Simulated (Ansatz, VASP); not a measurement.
C: VASP beside Ansatz

File INCAR:

```
SYSTEM = C
PREC     = Accurate       ! precision mode
ENCUT    = 520            ! plane-wave cutoff, eV
EDIFF    = 1E-6           ! SCF threshold, eV
ISMEAR   = -1             ! smearing method
SIGMA    = 0.1            ! smearing width, eV
LREAL    = .False.        ! projectors in reciprocal space
LASPH    = .True.         ! aspherical terms in the spheres
NELM     = 80             ! most SCF steps
ALGO     = Normal         ! electronic algorithm
ISIF     = 2              ! what is computed and relaxed
LWAVE    = .False.        ! write WAVECAR
LCHARG   = .False.        ! write CHGCAR
GGA      = PE             ! functional
NBANDS   = 8              ! bands
```

File KPOINTS:

```
regular mesh
0
Gamma
  20 20 20
  0 0 0
```

Contents of POSCAR:

```
C
1.0
    0.0000000000      1.5204018785      1.5204018785
    1.5204018785      0.0000000000      1.5204018785
    1.5204018785      1.5204018785      0.0000000000
C
1
Direct
    0.0000000000      0.0000000000      0.0000000000
```

Input for Ansatz:

```yaml
crystal:
  lattice:
    - [0.0, 1.5204018785, 1.5204018785]
    - [1.5204018785, 0.0, 1.5204018785]
    - [1.5204018785, 1.5204018785, 0.0]
  atoms:
    - { symbol: C, position: [0.0, 0.0, 0.0] }
hamiltonian:
  xc: pbe
  pseudopotentials:
    kind: paw
    azcp:
      C: "pseudopotentials/C.paw.azcp"
basis:
  ecutwfc: 420
  fft_grid_basis: typed
kpoints:
  mp_grid: { grid: [20, 20, 20], shift: [0, 0, 0] }
magnetization:
  spin_polarized: false
scf:
  occupations: { method: fermi_dirac, width: 0.1 }
  lower_state_search: "off"
output:
  stress: true
```

Alike in both runs: task single point; functional PBE; k mesh 20 × 20 × 20; occupations fermi-dirac, width 0.1 eV; no spin polarisation.

|  | VASP | Ansatz |
| --- | --- | --- |
| version | VASP 6.6.1 | Ansatz 0.2.0 |
| potentials or method | VASP PAW PBE potentials, release 64 (C) | plane waves (420 eV) with PAW, scalar-relativistic |
| plane-wave cutoff (eV) | 520 | 420 |
| valence electrons in the cell | 4 | 4 |

```csv
,VASP,Ansatz,Ansatz less VASP
pressure (GPa),6.7,6.6,-0.14
```

The functional is the same, so the differences come from potentials, cutoffs and numerics.
